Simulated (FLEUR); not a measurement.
# Fe: single point with PBE

Fe:

```
CELL_PARAMETERS angstrom
2.43416 0.00000 0.00000
-1.21708 2.10804 0.00000
0.00000 0.00000 3.84193
ATOMIC_POSITIONS crystal
Fe 0.66667 0.33333 0.75000
Fe 0.33333 0.66667 0.25000
```

This isn't the form of Fe at room conditions, which is bcc.

* Program: FLEUR MaX-R8.1 (later development tree)
* Task: single point
* Functional: PBE
* Potentials or basis: all-electron
* Basis: FLAPW
* Kmax: 4 1/bohr
* k mesh: 12 × 12 × 7
* Occupations: fermi-dirac, width 0.05 eV
* Spin: collinear spin, ferromagnetic start
* Starting moments: [3.0, 3.0] μB
* inpgen profile: fast
* Gmax: 20 1/bohr
* Muffin-tin radii: Fe 2.06 bohr
* lmax: Fe 6
* lnonsphr: Fe 4
* Local orbitals a species: Fe 5
* Max iterations: 60
* Mixing factor: 0.05
* Mixer: Anderson
* Mixer history: 15
* Density convergence: 1e-05 me/bohr^3

The band gap on the k mesh is none (metal or under the smearing width) and the net moment is 0.00 μB per cell. The valence electrons inside the program's atomic spheres are Fe 14.43 (radii Fe 2.06 bohr).

Levels at points of the mesh, in eV from the Fermi level:
Spin up:
| k point | band 14 | band 15 | band 16 | band 17 | band 18 | band 19 |
| --- | --- | --- | --- | --- | --- | --- |
| (0.00, 0.00, 0.00) | -1.27 | -1.27 | -0.91 | -0.91 | 0.43 | 0.74 |
| (0.00, 0.50, 0.00) | -1.63 | -1.14 | 0.84 | 1.11 | 1.15 | 2.76 |
Spin down:
```
           k point  band 12  band 13  band 14  band 15  band 16  band 17  band 18  band 19  band 20  band 21
(0.00, 0.00, 0.00)    -1.77    -1.62    -1.27    -1.27    -0.91    -0.91     0.43     0.74     0.74     9.07
(0.00, 0.50, 0.00)    -2.23    -2.10    -1.63    -1.14     0.84     1.11     1.15     2.76     4.95    11.46
```

Core levels (eV from the Fermi level):
```tsv
atom	levels
1 Fe	1s1/2 -6990.7, 2s1/2 -812.9, 2p1/2 -699.9, 2p3/2 -687.5
2 Fe	1s1/2 -6990.7, 2s1/2 -812.9, 2p1/2 -699.9, 2p3/2 -687.5
```

Run time: 66 s on 1 thread of Arm Neoverse V2, on a shared host, peak memory 0.07 GiB.

Caveat: the starting moments collapsed, and a magnetic state may lie lower.
